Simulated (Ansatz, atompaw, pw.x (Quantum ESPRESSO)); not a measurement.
**pw.x on fcc Hf: one setting changed**

Potential: PAW, atompaw 4.2.0.5, PBE; core [Kr] 4d10 4f14, reference 5s2 5p6 5d2 6s2 6p0; waves: 5s (bound): rc 1.35 bohr; 6s (bound): rc 2.65 bohr; 5p (bound): rc 2.20 bohr; 6p (bound, empty): rc 2.65 bohr; 5d (bound): rc 2.65 bohr; 5d channel at 2.25 Ry: rc 2.65 bohr; local part: bessel scheme, radius 1.85 bohr; core correction: smooth core density matched at 1.08 bohr; augmentation: sinc compensation charge, radius 2.35 bohr; PAW radius 2.65 bohr; waves and projectors: custom polynom vanderbiltortho.

The reference run (k-mesh 13³, cutoffs 70/700 Ry, Fermi–Dirac 0.01 Ry, mixing_beta 0.4, conv_thr 1e-9, no spin) gives -0.57 GPa at 22.681 Å³/atom, where all-electron LAPW gives -0.23 GPa. This run, with its own iteration cap, changes k-mesh points per axis to 3.

```
&control
  calculation='scf', prefix='x', pseudo_dir='./', outdir='./tmp', tstress=.true., disk_io='none'
/
&system
  ibrav=0, nat=1, ntyp=1, ecutwfc=70, ecutrho=700, nbnd=14,
  occupations='smearing', smearing='fd', degauss=0.01
/
&electrons
  conv_thr=1e-09, mixing_beta=0.4, electron_maxstep=60
/
ATOMIC_SPECIES
Hf 1.0 Hf.UPF
CELL_PARAMETERS angstrom
  0.00000000 2.24669474 2.24669474
  2.24669474 0.00000000 2.24669474
  2.24669474 2.24669474 0.00000000
ATOMIC_POSITIONS crystal
Hf 0.0000 0.0000 0.0000
K_POINTS automatic
3 3 3 0 0 0
```

```bash
pw.x < Hf.scf.in > Hf.scf.out
```

Q: How does the run end?

A: It converges in 8 iterations; the free energy moves by -20.3 meV/atom and the pressure by +0.10 GPa.

```
Message from routine setup:
     using ibrav=0 with symmetry is DISCOURAGED, use correct ibrav instead
     lattice parameter (alat)  =       6.0042  a.u.
     unit-cell volume          =     153.0590 (a.u.)^3
     number of electrons       =        12.00
     number of Kohn-Sham states=           14
     kinetic-energy cutoff     =      70.0000  Ry
     charge density cutoff     =     700.0000  Ry
     scf convergence threshold =      1.0E-09
     Exchange-correlation= SLA PW PBX PBC
     number of k points=     4  Fermi-Dirac smearing, width (Ry)=  0.0100
     iteration #  1     ecut=    70.00 Ry     beta= 0.40
     total energy              =    -696.21908046 Ry
     estimated scf accuracy    <       0.01935630 Ry
     iteration #  2     ecut=    70.00 Ry     beta= 0.40
     total energy              =    -696.21861090 Ry
     estimated scf accuracy    <       0.00410131 Ry
     iteration #  3     ecut=    70.00 Ry     beta= 0.40
     total energy              =    -696.21904929 Ry
     estimated scf accuracy    <       0.00015294 Ry
     [... 2 iterations left out ...]
     iteration #  6     ecut=    70.00 Ry     beta= 0.40
     total energy              =    -696.21907239 Ry
     estimated scf accuracy    <       0.00000001 Ry
     iteration #  7     ecut=    70.00 Ry     beta= 0.40
     total energy              =    -696.21907239 Ry
     estimated scf accuracy    <          7.3E-09 Ry
     iteration #  8     ecut=    70.00 Ry     beta= 0.40
     the Fermi energy is    14.2397 ev
!    total energy              =    -696.21907239 Ry
     estimated scf accuracy    <          4.3E-11 Ry
     smearing contrib. (-TS)   =      -0.00891450 Ry
     The total energy is F=E-TS. E is the sum of the following terms:
     one-electron contribution =     -16.88273250 Ry
     hartree contribution      =      14.70791641 Ry
     xc contribution           =     -35.44510302 Ry
     ewald contribution        =     -77.75276395 Ry
     one-center paw contrib.   =    -580.83747483 Ry
     convergence has been achieved in   8 iterations
          total   stress  (Ry/bohr**3)                   (kbar)     P=       -4.70
     Message from routine punch:
     Nothing written, as per user request (disk_io='none')
```

The run took about 9.8 s on one core of a shared host (AMD EPYC 7R43 64-Core Processor, 256 threads, 1004 GiB, load 35).
